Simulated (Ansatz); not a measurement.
WC in Ansatz: the effect of functional

The system is WC.

```
CELL_PARAMETERS angstrom
0.00000 2.22154 2.22154
2.22154 0.00000 2.22154
2.22154 2.22154 0.00000
ATOMIC_POSITIONS crystal
W 0.00000 0.00000 0.00000
C 0.50000 0.50000 0.50000
```

Measurements of this composition are mostly on another form, of space group No. 187.

The cell isn't the ideal one: volume scaled by 1.04.

Alike in all runs:

| Quantity | Value |
| --- | --- |
| Program | Ansatz 0.2.0 |
| Task | single point |
| Potentials or basis | Ansatz PAW |
| k mesh | 10 × 10 × 10 |
| Occupations | fermi-dirac, width 0.05 eV |
| Spin | no spin polarisation |

| functional | cutoff | pressure (GPa) |
| --- | --- | --- |
| LDA | 420 eV (not typed: the program's choice for these potentials) | -28.1 |
| PBEsol | 420 eV (not typed: the program's choice for these potentials) | -22.6 |
| r2SCAN | 500 eV (not typed: the program's choice for these potentials) | ? |

Q: What does the run with functional r2SCAN give?

A: Pressure -18.3 GPa.

Caveats: the PAW data sets come from PBE, with cores solved anew for the run's functional, which leaves a small shift of forces and pressure.

Runs at the PBE level aren't shown here.
